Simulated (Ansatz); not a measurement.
**TiAl (P4/mmm): relaxations under a series of pressures from a Python script**

A script is to give relaxations under a series of pressures; the system is TiAl (P4/mmm).

All numbers are computed with the Python package of Ansatz 0.2.0. Level of theory: DFT PBE, plane waves, PAW.

### 1 The structure

Symmetry: P4/mmm, No. 123, tetragonal system. The conventional cell has a = 2.837 Å, b = 2.837 Å, c = 4.059 Å, α = 90.00°, β = 90.00°, γ = 90.00°. Ti (site symmetry 4/mmm) has 4 Ti at 2.84 Å and 8 Al at 2.85 Å as nearest neighbours. Around Al (site symmetry 4/mmm) lie 4 Al at 2.84 Å and 8 Ti at 2.85 Å.

No structure file is read: the coordinates are typed or built in the script.

### 2 Script

File compress_tial.py:

```python
"""Cell of TiAl under pressure."""

import ansatz as az
import numpy as np

def edges_and_angles(cell):
    cell = np.asarray(cell)
    a, b, c = np.linalg.norm(cell, axis=1)
    cosines = cell[1] @ cell[2] / (b * c), cell[0] @ cell[2] / (a * c), cell[0] @ cell[1] / (a * b)
    return (a, b, c, *np.degrees(np.arccos(cosines)))

tial = (
    az.Lattice.from_parameters(2.8373, 2.8373, 4.0591, alpha=90.0, beta=90.0, gamma=90.0)
    .atom("Ti", (0.0, 0.0, 0.0))
    .atom("Al", (0.5, 0.5, 0.5))
)

setup = tial.calculation()
setup = setup.occupations("cold")
setup = setup.kpoints(7, 7, 5)
setup = setup.functional(az.Functional.PBE)
setup = setup.basis(34 * az.Ry)

# H = F + PV, with 1 GPa A^3 = 1/160.21766 eV
rows = []
for pressure in [0, 2, 4, 6, 8]:
    out = setup.relax(cell=True, pressure=pressure).run()
    cell = out.lattice.cell_ang
    n_atoms = len(out.lattice.sites)
    volume = abs(np.linalg.det(cell)) / n_atoms
    enthalpy = out.report["free_energy_ev"] / n_atoms + pressure * volume / 160.21766
    rows.append((pressure, volume, enthalpy, *edges_and_angles(cell)))
    print(f"{pressure} GPa done: {volume:.4f} A^3/atom")

print(" P (GPa)  V (A^3/atom)  H (eV/atom)     a       b       c")
for row in rows:
    print("{:8.1f} {:12.4f} {:14.5f} {:7.4f} {:7.4f} {:7.4f}".format(*row[:6]))
p, v = np.array([row[0] for row in rows], float), np.array([row[1] for row in rows])
print("mean bulk modulus between rows (GPa):", np.round(-np.diff(p) / np.diff(np.log(v)), 1))
```

### 3 The run

Run with:

```console
> python compress_tial.py
```

The program printed:

```text
0 GPa done: 16.2347 A^3/atom
2 GPa done: 15.9619 A^3/atom
4 GPa done: 15.7074 A^3/atom
6 GPa done: 15.4746 A^3/atom
8 GPa done: 15.2553 A^3/atom
 P (GPa)  V (A^3/atom)  H (eV/atom)     a       b       c
     0.0      16.2347    -1518.98814  2.8333  2.8333  4.0447
     2.0      15.9619    -1518.78721  2.8183  2.8183  4.0192
     4.0      15.7074    -1518.58956  2.8042  2.8042  3.9951
     6.0      15.4746    -1518.39495  2.7912  2.7912  3.9726
     8.0      15.2553    -1518.20317  2.7781  2.7781  3.9532
mean bulk modulus between rows (GPa): [118.  124.5 133.9 140.1]
```

It took 18 s on 1 thread of Arm Neoverse V2, shared host; peak memory 0.38 GiB.

Lines on the test bed's own set-up are left out of the output.

### 4 The engine's runs

The 5 runs, in the order started:

| run | pressure asked (GPa) | energy from run 1 (meV/atom) | final volume (Å³/atom) | pressure (GPa) | SCF cycles in all | CPU time (s) |
| --- | --- | --- | --- | --- | --- | --- |
| 1 | 0 | 0.00 | 16.23 | 0.00 | 17 | 2.5 |
| 2 | 2 | 1.67 | 15.96 | 2.00 | 21 | 3.1 |
| 3 | 4 | 6.42 | 15.71 | 4.01 | 23 | 3.6 |
| 4 | 6 | 13.68 | 15.47 | 6.00 | 26 | 3.8 |
| 5 | 8 | 23.24 | 15.26 | 8.00 | 25 | 3.7 |

Energies are free energies F = E - TS of the smeared occupations. 

### 5 The relaxation of run 1, step by step

Relaxation path:

| step | E - E(step 1) (eV/cell) | largest force component (eV/Å) | pressure (GPa) | volume (Å³) |
| --- | --- | --- | --- | --- |
| 1 | 0.0000 | 0.0000 | -0.71 | 32.68 |
| 2 | -0.0003 | 0.0000 | 0.48 | 32.34 |
| 3 | -0.0005 | 0.0000 | 0.01 | 32.47 |
| 4 | -0.0005 | 0.0000 | 0.00 | 32.47 |

Step 1 is the start. Step 4 repeats the geometry before it on a plane-wave basis chosen anew for that cell, so its energy need not be comparable with the rows above.

«Before» is this run's own start.

|  | before | after | change |
| --- | --- | --- | --- |
| a (Å) | 2.837 | 2.833 | -0.1 % |
| b (Å) | 2.837 | 2.833 | -0.1 % |
| c (Å) | 4.059 | 4.045 | -0.4 % |
| volume (Å³/atom) | 16.34 | 16.23 | -0.6 % |
| shortest distance (Å) | 2.837 | 2.833 | -0.1 % |
| space group (0.01 Å) | P4/mmm | P4/mmm | same |

Forces and stress were held to the start's 16 operations: a distortion of lower symmetry was not tested.

### 6 How the relaxation of run 5 went

Relaxation path:

| step | E - E(step 1) (eV/cell) | largest force component (eV/Å) | pressure (GPa) | volume (Å³) |
| --- | --- | --- | --- | --- |
| 1 | 0.0000 | 0.0000 | -0.71 | 32.68 |
| 2 | 0.1939 | 0.0000 | 18.12 | 28.66 |
| 3 | 0.0375 | 0.0000 | 7.20 | 30.68 |
| 4 | 0.0450 | 0.0000 | 7.94 | 30.53 |
| 5 | 0.0457 | 0.0000 | 8.01 | 30.51 |
| 6 | 0.0460 | 0.0000 | 8.00 | 30.51 |

Step 1 is the start. Step 6 repeats the geometry before it on a plane-wave basis chosen anew for that cell, so its energy need not be comparable with the rows above.

«Before» is this run's own start.

|  | before | after | change |
| --- | --- | --- | --- |
| a (Å) | 2.837 | 2.778 | -2.1 % |
| b (Å) | 2.837 | 2.778 | -2.1 % |
| c (Å) | 4.059 | 3.953 | -2.6 % |
| volume (Å³/atom) | 16.34 | 15.26 | -6.6 % |
| shortest distance (Å) | 2.837 | 2.778 | -2.1 % |
| space group (0.01 Å) | P4/mmm | P4/mmm | same |

The run keeps the 16 symmetry operations of the start, so it could not have lowered the symmetry.

Under a set pressure the enthalpy E + pV is minimised, so E itself may rise.

### 7 Outcome

| quantity | value |
| --- | --- |
| bulk modulus between neighbouring pressures | 118 to 140.1 GPa |
| runs compared | 5 |
| range of energy | 23.24 meV/atom |

**Reading.** The crystal stiffens as it is compressed. The volume falls from 16.23 Å³ an atom at 0 GPa to 15.26 at 8 GPa, by 6.0 %. Between 0 and 2 GPa, -V dP/dV is about 118 GPa, a mean over that step. In run 1, the volume shrank by 0.6 % over 2 moves, and the space group stayed P4/mmm. In run 5, over 4 moves the cell shrank by 6.6 % in volume under the 8 GPa asked, and the space group stayed P4/mmm. Caveats:
- At a fixed pressure a relaxation lowers the enthalpy F + PV, while F alone can rise.
- For a metal this k-point mesh is coarse: on a finer one energies can move by several to tens of meV an atom and pressures by half a GPa or more, differences at one mesh by less.
- Symmetry holds the cell in this phase, so another phase that may be stable under pressure is not reached.
